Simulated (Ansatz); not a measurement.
Here is an Ansatz 0.2.0 calculation.

File input.yaml:

```yaml
crystal:
  lattice:
    - [2.4873648738, 0.0, 0.0]
    - [-1.2436824369, 2.1541211692, 0.0]
    - [0.0, 0.0, 4.0632895034]
  atoms:
    - { symbol: Co, position: [0.3333333333, 0.6666666667, 0.740139], spin: 2.0 }
    - { symbol: Co, position: [0.6666666667, 0.3333333333, 0.259861], spin: 2.0 }
kpoints:
  mp_grid: { grid: [9, 9, 5] }
scf:
  occupations: { method: fermi_dirac, width: 0.05 }
hamiltonian:
  xc: pbesol
  pseudopotentials: { kind: all_electron, lapw: { basis_error: 0.001 } }
magnetization:
  spin_polarized: true
output:
  forces: true
  stress: true
relax:
  f_tol: 0.02
  max_steps: 60
  cell: { p_target: 5.0 }
```

Potentials or basis: all-electron LAPW, scalar-relativistic.

Launch:

```bash
$ ansatz run input.yaml --threads 2 --pin off --max-ram 6144MiB --backend cpu --events-out ev --progress --plain --runs-dir out
```

Q: Predict the relaxed volume.

A: 10.14 Å³/atom.

Q: What does it give for the site moments?

A: Co +1.58 μB.

Q: What does it give for the relaxed cell?

A: a = 2.436 Å, b = 2.436 Å, c = 3.945 Å, α = 90.00°, β = 90.00°, γ = 120.00°.

The path:
```tsv
step	energy change (eV)	largest force (eV/Å)	volume (Å³)
1	0.0000	0.4484	21.77
2	-0.0489	0.3716	20.86
3	-0.0467	0.0399	20.10
4	-0.0540	0.0002	20.28
5	-0.0540	0.0002	20.28
6	-0.0540	0.0002	20.28
```

Caveat: the k mesh is thin for a metal, which can move the energy by tens of meV per atom.
